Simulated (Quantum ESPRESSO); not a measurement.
**CsPbBr3: dielectric tensor and Born charges under several settings**

```xyz
5
Lattice="5.8700 0.0000 0.0000 0.0000 5.8700 0.0000 0.0000 0.0000 5.8700" Properties=species:S:1:pos:R:3 pbc="T T T"
Pb    2.9350    2.9350    2.9350
Cs    0.0000    0.0000    0.0000
Br    2.9350    2.9350    0.0000
Br    2.9350    0.0000    2.9350
Br    0.0000    2.9350    2.9350
```

Measurements of this composition are mostly on another form, of space group No. 62.

All runs used Quantum ESPRESSO 7.5; potentials PseudoDojo 0.4.1 SR LDA standard; given cell; no spin polarisation; cutoff 762 eV; occupations smeared at first, fixed for the response.

| level | k mesh (s: shifted) | pressure (GPa) | ε∞ (diagonal) | Born charge of atom 1 (e) | sum of the Born charges (e) |
| --- | --- | --- | --- | --- | --- |
| LDA | 4 × 4 × 4 | ? | ? | ? | ? |
| LDA | 6 × 6 × 6 | -1.2 | 5.46 | 4.32 | -0.19 |

**Question.** What stands in the row left open?

**Answer.** Pressure -1.0 GPa; ε∞ 6.64; Born charge of atom 1 4.36 e; sum of the Born charges -0.85 e.

Caveats: on a mesh that holds Γ this program's dielectric tensor can be off by some percent beyond the error of the mesh.

For the row left open. Caveat: the mesh is thin for the dielectric tensor, Born charges and intensities, which usually come out too large; on a mesh that holds Γ this program's dielectric tensor can be off by some percent beyond the error of the mesh; the Born charges break their sum rule by 0.85 e, a sign of too thin a mesh.
